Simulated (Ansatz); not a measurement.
# WSe$_{2}$: do energies and stresses tell the same story?

Theory: DFT r2SCAN, scalar-relativistic, plane waves, PAW in Ansatz.

Cutoff 500 eV; k points 12×12×2 on the computed 6-atom cell (Γ-centred); Gaussian smearing, width 0.02 eV; no spin polarisation.

Relaxed cell: P-3m1, a = 3.315 Å, b = 3.315 Å, c = 24.082 Å, α = 90.00°, β = 90.00°, γ = 120.00°, 6 atoms in the primitive cell. This form isn't the usual stable structure of the compound.

Energies at zero smearing and pressures from the stress tensor, at volumes with shape and atoms relaxed:
```tsv
V (Å³/atom)	E − E(first) (meV/atom)	P (GPa)
35.900	0.00	0.005
37.045	0.00	0.005
38.191	-0.01	0.001
39.337	-0.01	0.004
40.482	-0.01	0.003
```

**Question.** Check P = −dE/dV between neighbouring volumes, and get the bulk modulus from the pressures alone.

**Answer.** With 1 eV/Å³ = 160.2 GPa:
```csv
middle V (Å³/atom),−ΔE/ΔV (GPa),mean P (GPa)
36.472,0.000,0.005
37.618,0.001,0.003
38.764,0.000,0.003
39.910,0.000,0.004
```

The two differ by 0.005 GPa at most. The mean of two end pressures misses the average over a step by about ΔV² P″/12, up to 0.002 GPa here; with that taken off 0.006 GPa remains, from the finite cutoff, the mesh or the relaxation's tolerance. Around V = 39.337 Å³/atom, the two neighbours give B = −V ΔP/ΔV = 39.337 × -0.002 / 2.291 = 0.0 GPa, against B0 = 0.0 GPa from the Birch–Murnaghan fit of the energies, which describes these points poorly (B0' = -14.2).

Spin–orbit coupling is left out, which can shift energies with elements as heavy as these. The cell holds layers, and where no dispersion correction was added their binding is poorly described.